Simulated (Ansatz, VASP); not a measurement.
This is a calculation of LiH for VASP 6.6.1.

INCAR

```
PREC = Accurate
ENCUT = 520
EDIFF = 1E-7
ISMEAR = -1
SIGMA = 0.05
LREAL = F
LASPH = T
NELM = 80
ALGO = Normal
ISIF = 2
LWAVE = F
LCHARG = F
GGA = PE
NBANDS = 9
```

The input KPOINTS:

```
Automatic mesh
0
Gamma
  11 11 11
```

File POSCAR:

```
LiH
1.0
    0.0000000000      2.0635524157      2.0635524157
    2.0635524157      0.0000000000      2.0635524157
    2.0635524157      2.0635524157      0.0000000000
Li H
1 1
Direct
    0.0000000000      0.0000000000      0.0000000000
    0.5000000000      0.5000000000      0.5000000000
```

Potentials or basis: VASP PAW PBE potentials, release 64 (Li_sv, H).

Run with:

```console
$ cat potpaw_PBE.64/Li_sv/POTCAR potpaw_PBE.64/H/POTCAR > POTCAR
$ mpirun -np 1 vasp_std > vasp.out
```

Task: Set up the same calculation for Ansatz 0.2.0. Potentials there: Ansatz PAW.

Result: As run (the cutoff follows the program's own potentials):

input.yaml

```yaml
crystal:
  lattice:
    - [0.0, 2.0635524157, 2.0635524157]
    - [2.0635524157, 0.0, 2.0635524157]
    - [2.0635524157, 2.0635524157, 0.0]
  atoms:
    - { symbol: Li, position: [0.0, 0.0, 0.0] }
    - { symbol: H, position: [0.5, 0.5, 0.5] }
hamiltonian:
  xc: pbe
  pseudopotentials: { kind: paw }
kpoints:
  mp_grid: { grid: [11, 11, 11] }
scf:
  occupations: { method: fermi_dirac, width: 0.05 }
output:
  forces: true
  stress: true
  eigenvalues: true
```

Potentials or basis: Ansatz PAW.

Command:

```sh
$ ansatz run input.yaml --threads 1 --pin off --max-ram 3584MiB --backend cpu --events-out ev --progress --plain --runs-dir out
```

Both were run:

|  | VASP | Ansatz | Ansatz less VASP |
| --- | --- | --- | --- |
| gap on the k mesh at the Fermi level (eV) | 3.22 | 3.22 | +0.007 |
| least direct gap on the mesh (eV) | 3.22 | 3.22 | +0.007 |

With one functional, cell and mesh, what is left measures potentials, basis and numerics.

Caveats: an odd mesh through Γ misses points on the zone boundary, where band edges often lie (VASP); odd divisions of the mesh miss points on the zone boundary, where band edges often lie, so the gap on the mesh can be too wide (Ansatz).
